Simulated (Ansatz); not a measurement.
# Nb2COF MXene bilayer (AB) in a perpendicular field, part 2 of 4

What dipole does a perpendicular field induce in the Nb2COF MXene bilayer (AB)? A positive field points along +c.

Ansatz 0.2.0; plane-wave DFT, PBE-D3(BJ), Ansatz PAW (the session's first sound run).

So far. Step 2 (Relaxing the slab): The lattice constant a goes from 3.151 to 3.119 Å.

**3. Single point, field 0, start network**

A sawtooth potential applies the field, turning back in the middle of the vacuum. With the dipole correction the typed value is the field outside the slab. The induced dipole is small, so the SCF threshold is tight.

The cell differs from the one that the last finished run ended in (c 54.785 → 30.592 Å).

Contents of input.yaml:

```yaml
crystal:
  lattice:
    - [3.1193962155, 0.0, 0.0]
    - [-1.5596981078, 2.7014763671, 0.0]
    - [0.0, 0.0, 30.5918034431]
  atoms:
    - { symbol: F, position: [0.3333333333, 0.6666666667, 0.2941964509] }
    - { symbol: Nb, position: [0.6666666667, 0.3333333333, 0.3407327457] }
    - { symbol: C, position: [0.0, 0.0, 0.3782205711] }
    - { symbol: Nb, position: [0.3333333333, 0.6666666667, 0.4189098837] }
    - { symbol: O, position: [0.6666666667, 0.3333333333, 0.4544263755] }
    - { symbol: F, position: [0.6666666667, 0.3333333333, 0.5467568305] }
    - { symbol: Nb, position: [0.0, 0.0, 0.5922654771] }
    - { symbol: C, position: [0.3333333333, 0.6666666667, 0.6298272045] }
    - { symbol: Nb, position: [0.6666666667, 0.3333333333, 0.6705927733] }
    - { symbol: O, position: [0.0, 0.0, 0.7058035491] }
kpoints:
  mp_grid: { grid: [18, 18, 1] }
  band_path:
    path: [[0, 0, 0], [0.5, 0, 0], [0.33333333, 0.33333333, 0], [0, 0, 0]]
    npoints: 16
hamiltonian:
  xc: pbe
  dispersion: d3bj
scf:
  occupations: { method: fermi_dirac, width: 0.05 }
  convergence: { dr2_threshold: 1.0e-10 }
efield:
  axis: 3
  dipole_correction: true
  ramp_position: 0.97
  ramp_width: 0.06
  amplitude: 0
output:
  dos: { projected: true, e_range: [-6, 5] }
  bader: true
  write_potential: true
  write_density: true
  volumetric_format: npy
  elf: true
```

Command:

```sh
> ansatz run input.yaml --threads 4 --pin off --max-ram 12288MiB --backend cpu --events-out ev --progress --plain --runs-dir out
```

Numbers of over 12 decimals in the logs are rounded to 6 here.

What it wrote:

```text
[...]
Crystal: 10 atoms, lattice volume = 257.796 Å³
Basis set: ecut = 420 eV, 4999 PW (Γ)
Bands: 53, of which v1, the nominal top of the filled ones, is band 43 counted from 1 (42 counted from 0)
Symmetry: 6 space group operations
[...]
k-points: 37 of 324 (time reversal used)
[...]
SCF iter   1: F=—  HF=-21471.645480 eV  |F-HF|=—  |Δ(HF+E_count)|=         —  Δρ=5.48e-3  dr2=2.11e-1  ethr=1.77e-3  p=-0.037 e·Å  D=-2.60e-2 V/Å  ΔV_dip=0.80 eV  dr2_dipole=2.72e-2  V_vac-E_F(+/−)=5.84/5.04 eV  ⟨swp⟩=8.4  Hψ=9844  notcnv=0  defer=36
efield: sawtooth ramp at fractional position 0.9700 (set: `efield.ramp_position`, or a place that a band, a saddle search or an elastic batch's reference lends), width 0.0600; the density the first Hamiltonian is built on has a dipole p = -0.037 e·Å; the dipole correction subtracts the counter field D = -2.60e-2 V/Å, which shifts the + side's vacuum level by +0.80 eV against the − side's; the planar-averaged density in the ramp window peaks in size at 2.8e-5 e/Å³
[...]
SCF iter   2: F=—  HF=-21471.639639 eV  |F-HF|=—  |Δ(HF+E_count)|=   5.84e-3  Δρ=3.57e-3  dr2=3.25e-2  ethr=2.46e-4  p=-0.052 e·Å  D=-3.66e-2 V/Å  ΔV_dip=1.12 eV  dr2_dipole=3.73e-4  V_vac-E_F(+/−)=5.89/4.77 eV  ⟨swp⟩=2.6  Hψ=3434  notcnv=0  defer=97
[...]
SCF iter  10: F=-21471.632463 eV  HF=-21471.632463 eV  |F-HF|=2.18e-11  |Δ(HF+E_count)|=  8.91e-10  Δρ=1.97e-7  dr2=9.59e-11  ethr=1.00e-12  p=-0.053 e·Å  D=-3.69e-2 V/Å  ΔV_dip=1.13 eV  dr2_dipole=2.61e-13  V_vac-E_F(+/−)=5.95/4.82 eV  ⟨swp⟩=11.5  Hψ=6852  notcnv=0
SCF 1 converged in 10 iterations: F = -21471.632463 eV  dr2 = 9.59e-11
[...]
NSCF: frozen V_eff on 49 k-points
efield: sawtooth ramp at fractional position 0.9700 (kept from the solve that this one continues, or follows in the run), width 0.0600; the density the first Hamiltonian is built on has a dipole p = -0.053 e·Å; the dipole correction subtracts the counter field D = -3.69e-2 V/Å, which shifts the + side's vacuum level by +1.13 eV against the − side's; the planar-averaged density in the ramp window peaks in size at 2.1e-6 e/Å³
[...]
SCF converged after 10 iterations
Free energy (F): -21471.632463 eV
[...]
Internal energy: -21471.607753 eV  (E = F + TS)
E sigma→0 (E₀):  -21471.620108 eV
Entropy (-TS):   -0.024709 eV (-2.471 meV/atom)
Fermi energy:    3.727704 eV
Dipole field:    D = -0.036890 V/Å  (p = -0.052556 e·Å, saw-weighted, corrected)
Work function:   Φ+ = 5.9476 eV   Φ− = 4.8191 eV
Levels:          The Fermi level and band energies are counted from a zero that moves with the ramp; work functions are not
[...]
--- Band table (eV; the first three rows and the last of 37) ---
  k-point 0: bands = [... 39 lower, 0.6418, 2.8894, 2.8894, 2.8971, 2.8971, 3.6091, 3.6379, 5.1913, ... 6 higher]
  k-point 1: bands = [... 39 lower, 0.6041, 2.8184, 2.8321, 2.9524, 2.9632, 3.6288, 3.6639, 5.1595, ... 6 higher]
  k-point 2: bands = [... 39 lower, 0.5978, 2.6346, 2.6603, 3.1369, 3.1532, 3.6579, 3.7175, 5.1378, ... 6 higher]
  k-point 36: bands = [... 39 lower, -0.2033, 3.5090, 3.5416, 3.9064, 3.9757, 4.6255, 4.6314, 5.5344, ... 6 higher]
--- Bader charges: 10 sites ---
  site symbol  charge [e]  shift [e]
     0      F     -0.7560     0.0003
     1     Nb      1.6881     0.0009
     2      C     -1.8541     0.0013
     3     Nb      2.0574     0.0006
     4      O     -1.1607     0.0002
     5      F     -0.7496     0.0003
     6     Nb      1.7082     0.0009
     7      C     -1.8549     0.0013
     8     Nb      2.0720     0.0005
     9      O     -1.1503     0.0003
  estimated error of the sums over rays = 7.3e-4 e
```

It took 35 s on 4 threads of Intel Xeon 6975P-C (Granite Rapids), shared host; peak memory 1 GiB; 2.3 min of CPU time.

Numbers from this step:

```yaml
energy_at_zero_smearing: -21471.6201 eV
work_function_upper_face: 5.948 eV
work_function_lower_face: 4.819 eV
dipole_along_the_normal: -0.05256 e·Å
step_between_the_vacuum_levels: 1.129 eV
```

Running mean over a fixed 2.7 Å (it still follows the layers) of the planar mean; the ramp of the sawtooth is left out. Electron's electrostatic potential energy less the Fermi level against z:

```
z (Å)  electron's electrostatic potential energy less the Fermi level (eV)
    4                                                                 4.82
    5                                                                 4.82
    6                                                                 4.82
    7                                                                 4.66
    8                                                                 1.68
    9                                                                -4.77
   10                                                                -11.9
   11                                                                -13.9
   12                                                                -14.6
   13                                                                -12.6
   14                                                                -6.25
   15                                                                 1.35
   16                                                                0.516
   17                                                                -7.61
   18                                                                -12.8
   19                                                                -14.7
   20                                                                -14.0
   21                                                                -11.2
   22                                                                -3.08
   23                                                                 4.02
   24                                                                 5.89
   25                                                                 5.95
   26                                                                 5.95
   27                                                                 5.95
```

The density of states has structure finer than the step of the table below, so its rows give means over 0.25 eV, whole bins alone (the curve runs from -6 to 1.91 eV). Peaks (eV: height): -5.830: 12.8, -5.610: 14.6, -5.230: 17.3, -5.060: 13.9, -4.760: 12.2, -3.410: 15.8, 1.530: 18.9.

Table of density of states by energy, zero at the Fermi level; means over each step:

```
energy (eV)  density of states (states/eV a cell)
      -5.75                                  4.54
      -5.50                                  10.8
      -5.25                                  12.7
      -5.00                                  7.15
      -4.75                                  7.86
      -4.50                                  6.29
      -4.25                                  5.47
      -4.00                                  6.65
      -3.75                                  4.29
      -3.50                                  9.44
      -3.25                                  6.84
      -3.00                                 0.241
      -2.75                                     0
      -2.50                                     0
      -2.25                                     0
      -2.00                                0.0845
      -1.75                                  3.85
      -1.50                                  3.38
      -1.25                                  3.76
      -1.00                                  2.95
      -0.75                                  2.78
      -0.50                                  3.16
      -0.25                                  2.03
       0.00                                  3.36
       0.25                                  3.08
       0.50                                  2.25
       0.75                                  2.04
       1.00                                  2.09
       1.25                                  3.90
       1.50                                  11.3
       1.75                                  8.13
```

Projected DOS per atom over height of the atomic layer and energy from the Fermi level. Layers: F Nb C Nb O F Nb C Nb O from below.

Values in states/eV, 22 rows by 10 columns, each cell a mean:
```
0.11 1.88 0.19 1.94 0.17 0.11 1.91 0.19 1.96 0.17
0.08 1.78 0.21 1.67 0.12 0.08 1.72 0.19 1.60 0.11
0.05 0.68 0.05 0.26 0.02 0.05 0.70 0.05 0.26 0.02
0.07 0.67 0.04 0.21 0.02 0.07 0.69 0.05 0.22 0.03
0.10 0.87 0.07 0.28 0.05 0.10 0.88 0.08 0.29 0.06
0.08 0.83 0.08 0.34 0.12 0.08 0.76 0.07 0.32 0.12
0.07 0.67 0.06 0.35 0.08 0.08 0.73 0.07 0.39 0.10
0.07 0.69 0.07 0.47 0.12 0.06 0.64 0.07 0.43 0.12
0.10 0.84 0.12 0.47 0.22 0.10 0.88 0.13 0.49 0.25
0.07 0.66 0.13 0.41 0.39 0.07 0.65 0.14 0.41 0.45
0.02 0.34 0.11 0.27 0.45 0.01 0.25 0.09 0.20 0.36
0.00 0.00 0.00 0.00 0.00 0.00 0.00 0.00 0.00 0.00
0.00 0.00 0.00 0.00 0.00 0.00 0.00 0.00 0.00 0.00
0.01 0.02 0.02 0.01 0.05 0.03 0.06 0.08 0.01 0.13
0.21 0.77 1.15 0.27 1.94 0.22 0.80 1.23 0.31 2.09
0.09 0.44 0.67 0.29 1.23 0.08 0.39 0.57 0.27 1.07
0.08 0.41 0.59 0.55 1.57 0.11 0.44 0.61 0.57 1.71
0.13 0.52 0.67 0.41 1.01 0.13 0.46 0.61 0.38 0.92
0.19 0.79 1.34 0.85 0.61 0.20 0.78 1.33 0.83 0.58
0.27 0.55 1.31 1.38 1.46 0.28 0.56 1.34 1.43 1.52
0.42 0.31 0.90 1.51 2.14 0.45 0.31 0.89 1.54 2.13
0.43 0.23 0.42 0.61 0.78 0.37 0.26 0.45 0.61 0.76
```
Columns: height of the atomic layer (Å) from 9 to 21.6 (not evenly spaced); rows upwards: energy from the Fermi level (eV) from -5.96 to 1.87.

Electronic bands along the path, in eV, zero at the Fermi level:

```
  point  band 39  band 40  band 41  band 42  band 43  band 44  band 45  band 46
      Γ    -3.09    -3.09    -0.84    -0.84    -0.83    -0.83    -0.12    -0.09
halfway    -3.47    -3.41    -1.65    -1.60     0.28     0.34     0.35     0.36
      M    -3.30    -3.27    -1.88    -1.82     1.32     1.33     2.09     2.09
halfway    -3.48    -3.41    -1.36    -1.30     1.01     1.05     1.43     1.43
      K    -3.94    -3.93    -0.22    -0.19     0.18     0.25     0.90     0.90
halfway    -3.34    -3.30    -1.06    -0.97    -0.83    -0.80     1.38     1.42
      Γ    -3.09    -3.09    -0.84    -0.84    -0.83    -0.83    -0.12    -0.09
```

ELF in the ca plane at fractional y = 0.333, with atoms of Nb and O and F within 0.2 Å of it. It is the smooth field of the valence electrons, not physical close to the nuclei.

Ten even steps from '0' (0.00) to '9' (0.84), each cell a mean:
```
26897301578621124424663222100000000000000000
68899602898962123238778300000000000000000000
78479602896872122148449400000000000000000000
58899502799961123237888300000000000000000000
25787300477521124433553222100000000000000000
31222000011113334763213565310000000000000000
41000000000024434775224776410000000000000000
21232100122113334653112565310000000000000000
```
Columns run along c (16.0 Å, from fractional 0.43 to 0.95 of the cell), rows up along a (3.1 Å). Atoms in or near the plane, at fractional coordinates: O at (0.45, 0.67), F at (0.55, 0.67), Nb at (0.67, 0.67).

Electrostatic potential energy in the ca plane at fractional y = 0.333, with atoms of Nb and O and F within 0.2 Å of it. With pseudopotentials it is smooth inside the atoms' cores, unlike the true potential.

Ten even steps from '0' (-57 eV) to '9' (9 eV), each cell a mean:
```
36888888889999998888888887434689999999999999
02789987425999973358889874000379999999999999
01689996203899962148999873000278999999999999
03789888435999984368889884000479999999999999
46888888889999999888888887545789999999999999
88888667899999999987667888888899999999999999
88887656899999999987557888888999999999999999
88888767899999999987667888878899999999999999
```
Columns run along c (16.0 Å, from fractional 0.35 to 0.87 of the cell; values clipped at the 3rd and 97th percentile), rows up along a (3.1 Å). Atoms in or near the plane, at fractional coordinates: O at (0.45, 0.67), F at (0.55, 0.67), Nb at (0.67, 0.67).

Valence density in the ca plane at fractional y = 0.333, with atoms of Nb and O and F within 0.2 Å of it. It is the smooth field of the valence electrons, not physical close to the nuclei.

Ten steps, logarithmic in the rise over the least value, from '0' (0 e/Å³) to '9' (11 e/Å³), each cell a mean:
```
00000000000000001124665332233454200124432222
00000000000000000147887422224786410258863222
00000000000000000147887522235898411269974212
00000000000000000136886422224676310257863222
00000000000000001224554333333443200124432233
00000000000000012222233333443221000001123444
00000000000000013322223344444210000000123444
00000000000000012222333333343221000001223443
```
Columns run along c (16.0 Å, from fractional 0.10 to 0.62 of the cell), rows up along a (3.1 Å). Atoms in or near the plane, at fractional coordinates: Nb at (0.34, 0.67), O at (0.45, 0.67), F at (0.55, 0.67).

The work function of the upper face is 5.95 eV.

**4. Atoms held, field 0.03 V/Å**

input.yaml, as its differences from that of step 3:

```diff
@@ -32,6 +32,4 @@
   ramp_width: 0.06
-  amplitude: 0
+  amplitude: 0.03
 output:
-  dos: { projected: true, e_range: [-6, 5] }
-  bader: true
   write_potential: true
@@ -39,2 +37 @@
   volumetric_format: npy
-  elf: true
```

What it wrote:

```text
[...]
Crystal: 10 atoms, lattice volume = 257.796 Å³
Basis set: ecut = 420 eV, 4999 PW (Γ)
Bands: 53, of which v1, the nominal top of the filled ones, is band 43 counted from 1 (42 counted from 0)
Symmetry: 6 space group operations
[...]
k-points: 37 of 324 (time reversal used)
[...]
k-point 0: bands = [... 39 lower, 0.6460, 2.8920, 2.8920, 2.9008, 2.9008, 3.6114, 3.6425, 5.1950, ... 6 higher]
  k-point 1: bands = [... 39 lower, 0.6085, 2.8209, 2.8357, 2.9550, 2.9669, 3.6313, 3.6683, 5.1631, ... 6 higher]
  k-point 2: bands = [... 39 lower, 0.6023, 2.6371, 2.6641, 3.1395, 3.1568, 3.6606, 3.7213, 5.1398, ... 6 higher]
  k-point 36: bands = [... 39 lower, -0.1964, 3.5105, 3.5451, 3.9083, 3.9792, 4.6289, 4.6336, 5.5368, ... 6 higher]
[key lines of the parts left out:]
SCF converged after 15 iterations
Free energy (F): -21471.631163 eV
Fermi energy:    3.730654 eV
Dipole field:    D = -0.023915 V/Å  (p = -0.034071 e·Å, saw-weighted, corrected)
```

Elapsed: 21 s, on 4 threads; peak memory 0.95 GiB; 80 s of CPU time.

The dipole is -0.0341 e·Å, 0.0185 e·Å from its value without field.

**5. Single point, field -0.03 V/Å**

input.yaml, as its differences from that of step 4:

```diff
@@ -32,3 +32,3 @@
   ramp_width: 0.06
-  amplitude: 0.03
+  amplitude: -0.03
 output:
```

What it wrote:

```text
[...]
Crystal: 10 atoms, lattice volume = 257.796 Å³
Basis set: ecut = 420 eV, 4999 PW (Γ)
Bands: 53, of which v1, the nominal top of the filled ones, is band 43 counted from 1 (42 counted from 0)
Symmetry: 6 space group operations
[...]
k-points: 37 of 324 (time reversal used)
[...]
k-point 0: bands = [... 39 lower, 0.6375, 2.8866, 2.8866, 2.8934, 2.8934, 3.6069, 3.6332, 5.1876, ... 6 higher]
  k-point 1: bands = [... 39 lower, 0.5996, 2.8158, 2.8283, 2.9497, 2.9596, 3.6262, 3.6596, 5.1558, ... 6 higher]
  k-point 2: bands = [... 39 lower, 0.5933, 2.6321, 2.6564, 3.1344, 3.1496, 3.6553, 3.7136, 5.1355, ... 6 higher]
  k-point 36: bands = [... 39 lower, -0.2103, 3.5074, 3.5380, 3.9044, 3.9722, 4.6220, 4.6291, 5.5319, ... 6 higher]
[key lines of the parts left out:]
SCF converged after 15 iterations
Free energy (F): -21471.634317 eV
Fermi energy:    3.724729 eV
Dipole field:    D = -0.049868 V/Å  (p = -0.071045 e·Å, saw-weighted, corrected)
```

Run time: 21 s. Hardware: 4 threads; peak memory 0.96 GiB.

The dipole is -0.0710 e·Å, -0.0185 e·Å from its value without field.

**6. Atoms held, field 0.15 V/Å**

input.yaml, as its differences from that of step 5:

```diff
@@ -30,5 +30,5 @@
   dipole_correction: true
-  ramp_position: 0.97
-  ramp_width: 0.06
-  amplitude: -0.03
+  ramp_position: 0.9464
+  ramp_width: 0.1102
+  amplitude: 0.15
 output:
```

What it wrote:

```text
[...]
Crystal: 10 atoms, lattice volume = 257.796 Å³
Basis set: ecut = 420 eV, 4999 PW (Γ)
Bands: 53, of which v1, the nominal top of the filled ones, is band 43 counted from 1 (42 counted from 0)
Symmetry: 6 space group operations
[...]
k-points: 37 of 324 (time reversal used)
[...]
k-point 0: bands = [... 39 lower, 0.6573, 2.8969, 2.8969, 2.9095, 2.9095, 3.6145, 3.6550, 5.2038, ... 6 higher]
  k-point 1: bands = [... 39 lower, 0.6208, 2.8253, 2.8446, 2.9597, 2.9755, 3.6353, 3.6799, 5.1684, ... 6 higher]
  k-point 2: bands = [... 39 lower, 0.6150, 2.6409, 2.6735, 3.1437, 3.1652, 3.6649, 3.7310, 5.1404, ... 6 higher]
  k-point 36: bands = [... 39 lower, -0.1746, 3.5110, 3.5533, 3.9103, 3.9873, 4.6366, 4.6367, 5.5408, ... 6 higher]
[key lines of the parts left out:]
SCF converged after 15 iterations
Free energy (F): -21471.631512 eV
Fermi energy:    3.736590 eV
Dipole field:    D = 0.027989 V/Å  (p = 0.039875 e·Å, saw-weighted, corrected)
```

Run time: 20 s. Hardware: 4 threads; peak memory 0.96 GiB.

The dipole is 0.0399 e·Å, 0.0924 e·Å from its value without field.

**7. Atoms held, field 0.25 V/Å**

input.yaml, as its differences from that of step 6:

```diff
@@ -32,3 +32,3 @@
   ramp_width: 0.1102
-  amplitude: 0.15
+  amplitude: 0.25
 output:
```

What it wrote:

```text
[...]
Crystal: 10 atoms, lattice volume = 257.796 Å³
Basis set: ecut = 420 eV, 4999 PW (Γ)
Bands: 53, of which v1, the nominal top of the filled ones, is band 43 counted from 1 (42 counted from 0)
Symmetry: 6 space group operations
[...]
k-points: 37 of 324 (time reversal used)
[...]
k-point 0: bands = [... 39 lower, 0.6684, 2.9027, 2.9027, 2.9186, 2.9186, 3.6187, 3.6672, 5.2128, ... 6 higher]
  k-point 1: bands = [... 39 lower, 0.6330, 2.8307, 2.8537, 2.9653, 2.9844, 3.6402, 3.6915, 5.1715, ... 6 higher]
  k-point 2: bands = [... 39 lower, 0.6277, 2.6459, 2.6830, 3.1490, 3.1739, 3.6701, 3.7410, 5.1421, ... 6 higher]
  k-point 36: bands = [... 39 lower, -0.1548, 3.5131, 3.5619, 3.9137, 3.9958, 4.6408, 4.6448, 5.5458, ... 6 higher]
[key lines of the parts left out:]
SCF converged after 15 iterations
Free energy (F): -21471.638581 eV
Fermi energy:    3.743264 eV
Dipole field:    D = 0.071244 V/Å  (p = 0.101500 e·Å, saw-weighted, corrected)
```

It took 21 s on 4 threads; peak memory 0.96 GiB.

The dipole is 0.101 e·Å, 0.154 e·Å from its value without field.

[end of part 2 of 4]

[Logs are printed without paths, hosts, clocks, repeated set-up lines and the standing remarks that a program may print on its own settings, such as how far it seeks lower states.]

[Hosts, paths, dates, database ids (printed as entryN), source tags and the programs' standing remarks are cut or masked in the printed files.]

[Maps of the electrostatic potential energy from Ansatz leave out the sawtooth potential of an applied field or a dipole correction, so their vacuum need not be flat; planar profiles and work functions include it.]

[The density of states shown here was stored with 400 of the rows of the run's finer table, so its peaks can read low, often by over a quarter, or be missed, and its means over a window can be off by a tenth or more.]
